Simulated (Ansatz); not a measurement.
**Does relaxation matter for the field gradients of BeSe with an Se vacancy?**

Start: a supercell of BeSe (zinc blende type, F-43m) built from a COD entry, with all atoms left at the host's positions.

```cif
data_Be27Se26
_symmetry_space_group_name_H-M 'F-43m'
_symmetry_Int_Tables_number 216
_cell_length_a 15.2100
_cell_length_b 15.2100
_cell_length_c 15.2100
_cell_angle_alpha 90.000
_cell_angle_beta 90.000
_cell_angle_gamma 90.000
loop_
_atom_site_label
_atom_site_type_symbol
_atom_site_symmetry_multiplicity
_atom_site_Wyckoff_symbol
_atom_site_fract_x
_atom_site_fract_y
_atom_site_fract_z
Be1 Be 16 e 0.4167 0.0833 0.4167
Be3 Be 24 g 0.7500 0.0833 0.7500
Be5 Be 48 h 0.7500 0.9167 0.5833
Be14 Be 4 d 0.7500 0.7500 0.7500
Be18 Be 16 e 0.0833 0.5833 0.9167
Se28 Se 48 h 0.6667 0.0000 0.6667
Se31 Se 16 e 0.8333 0.8333 0.6667
Se35 Se 16 e 0.1667 0.6667 0.8333
Se41 Se 24 f 0.0000 0.6667 0.0000
```

One atom of each set is listed; the run and its k-mesh use a cell of 53 atoms with edges of 10.76, 10.76, 10.76 Å.

All values are calculated (Ansatz; DFT, PBE, plane waves and PAW, scalar-relativistic, 420 eV cutoff, Γ-centred 2×2×2 k-points, Fermi–Dirac smearing 0.01 eV, cell charge +2), not measured.

The largest force at the start is 1.6 eV/Å. Relaxing the ions at fixed cell moves them by 0.492 Å at most (atom 2, Be) and 0.138 Å rms.

```
site  moved (Å)  first shell before    first shell after  V_zz before (10²¹ V/m²)  η before
 Be1      0.492      3 Se at 2.20 Å       3 Se at 2.11 Å                     0.99      0.00
 Be3      0.008      4 Se at 2.20 Å  4 Se at 2.19–2.22 Å                   -0.096      0.74
 Be5      0.042      4 Se at 2.20 Å  4 Se at 2.17–2.20 Å                   -0.049      0.77
Se28      0.034      4 Be at 2.20 Å  4 Be at 2.11–2.22 Å                     8.84      0.19
Se31      0.001      4 Be at 2.20 Å       4 Be at 2.19 Å                    -0.96      0.00
Se35      0.003      4 Be at 2.20 Å       4 Be at 2.19 Å                    -1.21      0.00
Se41      0.013      4 Be at 2.20 Å  4 Be at 2.17–2.19 Å                    -0.47      0.14
```

Task: What are V_zz and η after the relaxation?

Result: 

| site | V_zz after | η after | change of V_zz |
| --- | --- | --- | --- |
| Be1 | 1.18 | 0.00 | +0.19 |
| Be3 | 0.098 | 0.59 | – |
| Be5 | -0.11 | 0.80 | -0.06 |
| Se28 | -3.07 | 0.54 | – |
| Se31 | -0.52 | 0.00 | +0.44 |
| Se35 | -0.88 | 0.00 | +0.33 |
| Se41 | 0.42 | 0.15 | – |

The largest change of V_zz along a kept axis is on Se31, from -0.96 to -0.52. The whole tensor moves most on Se28, by 8.01 along its most changed direction. On Se28, Se41, Be3 the largest principal value lies along another axis in the second run, so the two V_zz can't be compared directly. Sites with |V_zz| of 0.02 or less aren't listed. The electronic state changes along with the positions (a gap opens), so the changes aren't those of geometry alone.

The defect repeats with the cell of 53 atoms, so it feels its images: sites between two images don't show the values beside a lone defect, and zeros or small values of η there can come from the images' arrangement. A uniform background compensates the cell's charge.
Before: The run isn't spin-polarised, and a state with spin may lie lower. The defect cell has no gap above 0.1 eV on its mesh, so the values can hang on the smearing and the k-mesh. The cell keeps the host's lattice, where the PBE pressure is 5 GPa (in a charged cell this depends on the convention for the mean potential). The neighbours have not yet relaxed around the defect (largest force 1.6 eV/Å), so a real crystal will differ.
After: The cell keeps the host's lattice, where the PBE pressure is 7 GPa (in a charged cell this depends on the convention for the mean potential).
